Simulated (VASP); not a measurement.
# The (0 0 1) face of TiMo3 in VASP, part 3 of 3

How does the (0 0 1) face of TiMo3 behave as a surface? The start is a computed cell from the Materials Project.

VASP 6.6.1; PBE with D3(BJ); plane waves and PAW (Ti, Mo).

So far. Step 2 (Relaxing the slab): The run ended after 13 ionic steps, 0.094 eV below its first step, once the forces on the free atoms met EDIFFG = -0.03. Step 3 (Potential and states of the slab): The vacuum level lies 4.39 eV above the Fermi level at the upper face; the two faces differ by 0.07 eV, the step that the slab's dipole of -0.006 e·Å makes.

### 4. Tunnelling image, filled states within 1.5 eV

A partial density over this window, at constant height above the top atom, is the Tersoff-Hamann picture of a tunnelling image.

The input, INCAR:

```
SYSTEM = Ti3Mo7
PREC = Normal
ENCUT = 300
EDIFF = 1E-05
NELM = 120
ISMEAR = 1
SIGMA = 0.05
LREAL = .FALSE.
ALGO = Fast
GGA = PE
IVDW = 12
NBANDS = 52
LWAVE = .FALSE.
LCHARG = .FALSE.
ISTART = 1
LPARD = .TRUE.
NBMOD = -3
EINT = -1.5 0
LSEPB = .FALSE.
LSEPK = .FALSE.
```

The input, POSCAR:

```
Ti3Mo7
1.0
    3.1652099700      0.0000000000      0.0000000000
    0.0000000000      4.4210351800      0.0000000000
    0.0000000000      0.0000000000     23.9501518200
Ti Mo
3 7
Direct
    0.5000000000      0.0000000000      0.3131504200
    0.0000000000      0.5000000000      0.4977769262
    0.5000000000      0.0000000000      0.6790922050
    0.0000000000      0.5000000000      0.3131504200
    0.5000000000      0.5000000000      0.4041122000
    0.0000000000      0.0000000000      0.4090382100
    0.5000000000      0.0000000000      0.4981630632
    0.0000000000      0.0000000000      0.5880265021
    0.5000000000      0.5000000000      0.5911422805
    0.0000000000      0.5000000000      0.6788882630
```

The input, KPOINTS:

```
Automatic mesh
0
Gamma
6 5 1
0 0 0
```

PAW data sets: Ti and Mo (PBE family, release 64).

The WAVECAR or CHGCAR of an earlier step is read.

The run is started by

```console
$ mpirun -np 2 vasp_std
```

Output:

```text
[banner, memory and clock lines left out]
running    2 mpi-ranks, on    1 nodes
 distrk:  each k-point on    2 cores,    1 groups
 distr:  one band on    1 cores,    2 groups

 POSCAR found type information on POSCAR TiMo
 POSCAR found :  2 types and      10 ions
 LDA part: xc-table for (Slater+PW92), standard interpolation
 found WAVECAR, reading the header
 POSCAR, INCAR and KPOINTS ok, starting setup
 FFT: planning ... GRIDC
 FFT: planning ... GRID_SOFT
 FFT: planning ... GRID
 reading WAVECAR
 the WAVECAR file was read successfully
Calculating partial charge density.
NDMOD =  -3
Energy range w.r.t. Fermi energy from INCAR:   -1.500   0.000
Efermi =    0.325
No KPOINTS given: use all of them.

*****************************************************
* Parameters from pardens
*****************************************************

NBMOD is set to  -3
Selected energy range (EINT)   -1.1755   0.3245
Selected all k-points to calculate charge density.
k-point no.    1; bands inside the range   10
  17  18  19  20  21  22  23  24  25  26
k-point no.    2; bands inside the range    9
  18  19  20  21  22  23  24  25  26
k-point no.    3; bands inside the range    9
  20  21  22  23  24  25  26  27  28
k-point no.    4; bands inside the range   10
  19  20  21  22  23  24  25  26  27  28
k-point no.    5; bands inside the range   11
  17  18  19  20  21  22  23  24  25  26
  27
k-point no.    6; bands inside the range    9
  18  19  20  21  22  23  24  25  26
k-point no.    7; bands inside the range   10
  19  20  21  22  23  24  25  26  27  28
k-point no.    8; bands inside the range   10
  17  18  19  20  21  22  23  24  25  26
k-point no.    9; bands inside the range   11
  16  17  18  19  20  21  22  23  24  25
  26
k-point no.   10; bands inside the range   14
  17  18  19  20  21  22  23  24  25  26
  27  28  29  30
k-point no.   11; bands inside the range    9
  19  20  21  22  23  24  25  26  27
k-point no.   12; bands inside the range    6
  19  20  21  22  23  24
Finished calculating partial charge density.
VASP will stop now.
```

Run time: 1.6 s. Hardware: 2 MPI ranks of AMD EPYC 9R14 (Zen 4), shared host.

Parts of OUTCAR (step 4):

```text
The static configuration has the point symmetry C_2v.

 Found     12 irreducible k-points:

   NELECT =      54.0000    total number of electrons

[... 8 parts as in an earlier step ...]
```

Local density of states in the window along a and b. Constant height, 2.5 Å above the top atom.

Values in units of 1e-3 e/Å³, 12 rows by 16 columns, each cell a mean:
```
5.2 5.2 5.1 5.0 4.8 4.6 4.4 4.3 4.3 4.4 4.5 4.7 4.9 5.0 5.1 5.2
5.1 5.1 5.1 5.0 4.8 4.7 4.6 4.5 4.5 4.6 4.6 4.8 4.9 5.0 5.1 5.1
5.0 5.0 4.9 4.9 4.9 4.8 4.8 4.8 4.8 4.8 4.8 4.8 4.9 4.9 5.0 5.0
4.7 4.7 4.8 4.8 4.9 4.9 5.0 5.0 5.0 5.0 5.0 4.9 4.9 4.8 4.8 4.7
4.5 4.5 4.6 4.7 4.9 5.0 5.1 5.1 5.1 5.1 5.0 4.9 4.8 4.7 4.6 4.5
4.3 4.4 4.5 4.6 4.8 5.0 5.1 5.2 5.2 5.1 5.1 4.9 4.7 4.6 4.4 4.3
4.3 4.4 4.5 4.7 4.8 5.0 5.1 5.2 5.2 5.1 5.0 4.9 4.7 4.6 4.5 4.4
4.5 4.6 4.7 4.8 4.9 5.0 5.0 5.1 5.1 5.1 5.0 4.9 4.8 4.7 4.6 4.6
4.8 4.8 4.8 4.9 4.9 4.9 4.9 5.0 5.0 4.9 4.9 4.9 4.9 4.8 4.8 4.8
5.0 5.0 5.0 4.9 4.9 4.8 4.7 4.7 4.7 4.7 4.8 4.8 4.9 5.0 5.0 5.0
5.2 5.1 5.1 5.0 4.8 4.7 4.5 4.5 4.4 4.5 4.6 4.7 4.9 5.0 5.1 5.2
5.2 5.2 5.1 4.9 4.7 4.6 4.4 4.3 4.3 4.3 4.5 4.6 4.8 5.0 5.1 5.2
```
Columns: along a (fractional) from 0 to 0.964; rows upwards: along b (fractional) from 0 to 0.975.

Partial charge density in the ca plane at fractional y = 0.000, with atoms of Ti and Mo within 0.2 Å of it. It is the smooth field of the valence electrons, not physical close to the nuclei.

Ten steps, logarithmic in the rise over the least value, from '0' (0.00 Å⁻³) to '9' (0.68 Å⁻³), each cell a mean:
```
00000000000000123455444567888755555567888654
00000000000000123455555566767666666667667655
00000000000000123467887655555567888755555567
00000000000000122468998655444578998754445568
00000000000000123468998655545568888755445568
00000000000000123456776556656667777666556666
00000000000000123455544567777765555567777655
00000000000000123455444467888755445567888654
```
Columns run along c (16.0 Å, from fractional 0.00 to 0.67 of the cell), rows up along a (3.2 Å). Atoms in or near the plane, at fractional coordinates: Ti at (0.31, 0.50), Mo at (0.41, 0.00), Mo at (0.50, 0.50), Mo at (0.59, 0.00).

Shared out to the nearest atoms, the partial charge density has 70 % on Mo; its largest share on one atom is 14 % (Mo4), and it takes 8 of the 10 atoms to pass 80 %.

Between its 5th and 95th percentile the partial density varies by a factor of 1.2, which sets the contrast of the image.

### 5. Tunnelling image, empty states within 1.5 eV

A partial density over this window, at constant height above the top atom, is the Tersoff-Hamann picture of a tunnelling image.

Edit INCAR of step 4 so:

```diff
@@ -17,3 +17,3 @@
 NBMOD = -3
-EINT = -1.5 0
+EINT = 0 1.5
 LSEPB = .FALSE.
```

POSCAR is that of step 4.

KPOINTS is that of step 4.

The WAVECAR or CHGCAR of an earlier step is read.

The run is started by

```console
$ mpirun -np 2 vasp_std
```

Output:

```text
[banner, memory and clock lines left out]
 POSCAR found type information on POSCAR TiMo
 POSCAR found :  2 types and      10 ions
 LDA part: xc-table for (Slater+PW92), standard interpolation
 found WAVECAR, reading the header
 POSCAR, INCAR and KPOINTS ok, starting setup
 FFT: planning ... GRIDC
 FFT: planning ... GRID_SOFT
 FFT: planning ... GRID
 reading WAVECAR
 the WAVECAR file was read successfully
Calculating partial charge density.
NDMOD =  -3
Energy range w.r.t. Fermi energy from INCAR:    0.000   1.500
Efermi =    0.325
No KPOINTS given: use all of them.

NBMOD is set to  -3
Selected energy range (EINT)    0.3245   1.8245
Selected all k-points to calculate charge density.
k-point no.    1; bands inside the range    5
  27  28  29  30  31
k-point no.    2; bands inside the range    6
  27  28  29  30  31  32
k-point no.    3; bands inside the range    7
  29  30  31  32  33  34  35
k-point no.    4; bands inside the range    6
  29  30  31  32  33  34
k-point no.    5; bands inside the range    8
  28  29  30  31  32  33  34  35
k-point no.    6; bands inside the range    8
  27  28  29  30  31  32  33  34
k-point no.    7; bands inside the range    6
  29  30  31  32  33  34
k-point no.    8; bands inside the range    8
  27  28  29  30  31  32  33  34
k-point no.    9; bands inside the range   14
  27  28  29  30  31  32  33  34  35  36
  37  38  39  40
k-point no.   10; bands inside the range    7
  31  32  33  34  35  36  37
k-point no.   11; bands inside the range    4
  28  29  30  31
k-point no.   12; bands inside the range    6
  25  26  27  28  29  30
Finished calculating partial charge density.
VASP will stop now.

[... 2 parts as in an earlier step ...]
```

Run time: 1.6 s. Hardware: 2 MPI ranks.

From OUTCAR (step 5):

```text
   NELECT =      54.0000    total number of electrons

[... 8 parts as in an earlier step ...]

[... 2 further parts left out ...]
```

Local density of states in the window along a and b. Constant height, 2.5 Å above the top atom.

Ten even steps from '0' (5.49 × 1e-3 e/Å³) to '9' (8.70 × 1e-3 e/Å³), each cell a mean:
```
0000000000000000000000000000
0000000000000000000000000000
1111111111111111111111111111
3333322222211111112222223333
4444443332222222222233344444
6665554433322222223334455566
7777665543332222233345566777
8887766544332222233445667788
9998876554332222233455678899
9998876554332222233455678899
9999876554332222233455678999
9999876554332222233455678999
9998876554332222233455678899
8888776544332222233445677888
8877765544332222233445567778
6666655443332222233344556666
5555444333222222222333444555
3333333222222111222222333333
2222222211111111111112222222
1111111111000000000111111111
0000000000000000000000000000
0000000000000000000000000000
```
Columns: along a (fractional) from 0 to 0.964; rows upwards: along b (fractional) from 0 to 0.975.

Partial charge density in the ca plane at fractional y = 0.000, with atoms of Ti and Mo within 0.2 Å of it. It is the smooth field of the valence electrons, not physical close to the nuclei.

Ten steps, logarithmic in the rise over the least value, from '0' (0.00 × 1e-1 Å⁻³) to '9' (9.10 × 1e-1 Å⁻³), each cell a mean:
```
00000000000000112334444456777532233346776544
00000000000000112345555445666433444345555545
00000000000000122457887543344345555433333457
00000000000000123468998632222345666432222368
00000000000000123468998642233345665433322358
00000000000000112356776544555444554434444456
00000000000000112344444456666533333346666544
00000000000000112334443456777532222346776544
```
Columns run along c (16.0 Å, from fractional 0.00 to 0.67 of the cell), rows up along a (3.2 Å). Atoms in or near the plane, at fractional coordinates: Ti at (0.31, 0.50), Mo at (0.41, 0.00), Mo at (0.50, 0.50), Mo at (0.59, 0.00).

Shared out to the nearest atoms, the partial charge density has 60 % on Mo; its largest share on one atom is 16 % (Ti1), and it takes 8 of the 10 atoms to pass 80 %.

Between its 5th and 95th percentile the partial density varies by a factor of 1.5, which sets the contrast of the image.

### 6. Derived quantities

This step: slab, PBE + D3(BJ); plane waves and PAW (VASP 6.6.1).

Derived from the runs above.

### 7. Results

| Quantity | Value |
| --- | --- |
| work function of the slab | 4.39 eV |

In words: The work function is 4.39 eV at the upper face and 4.47 eV at the lower, which was held as cut. The slab's composition differs from the bulk's (TiMo3). The atom that ends on top (Ti) moved inwards by 0.19 Å. The cell in the plane was kept as given and was not relaxed here.

[Lines on the potential files, build, host, timing and source positions are cut from VASP's logs without a mark.]

[Logs are printed without paths, hosts, clocks, repeated set-up lines and the standing remarks that a program may print on its own settings, such as how far it seeks lower states.]

[Hosts, paths, dates, database ids (printed as entryN), source tags and the programs' standing remarks are cut or masked in the printed files.]

[In band tables of VASP the shares of atoms and orbitals are scaled to a sum of 1 inside the atoms' spheres.]

[Runs that stopped without an error message from VASP are left out.]
